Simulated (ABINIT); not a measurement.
MoS2:

```xyz
6
Lattice="3.1690 0.0000 0.0000 -1.5845 2.7444 0.0000 0.0000 0.0000 12.3240" Properties=species:S:1:pos:R:3 pbc="T T T"
Mo    1.5845    0.9148    9.2430
Mo    0.0000    1.8296    3.0810
S     1.5845    0.9148    4.6461
S     0.0000    1.8296   10.8081
S     1.5845    0.9148    1.5159
S     0.0000    1.8296    7.6779
```

Base run:

| Property | Result |
| --- | --- |
| Program | ABINIT 10.8.3 (patched build) |
| Functional | PBEsol |
| Potentials or basis | JTH PAW PBE v2.0 |
| Cutoff | 544 eV |
| k mesh | 8 × 8 × 2 |
| Occupations | fermi-dirac, width 0.05 eV |
| Spin | no spin polarisation |

Its results: band gap on the k mesh 0.94 eV, indirect (least direct gap 1.94 eV); pressure -2.7 GPa; largest force 0.283 eV/Å.

The run is repeated on the same cell with these changes: k mesh from 8 × 8 × 2 to 6 × 6 × 2. What comes out?

Band gap on the k mesh 0.85 eV, indirect (least direct gap 1.65 eV); pressure -2.7 GPa; largest force 0.279 eV/Å.

Caveats: the PAW data sets were made with another functional, which shifts forces and pressure a little; this functional lacks dispersion, which binds the layers, so the pressure and a relaxed spacing across them are unreliable.

A k mesh can miss the band edges.

Not every run made on this cell is shown here.
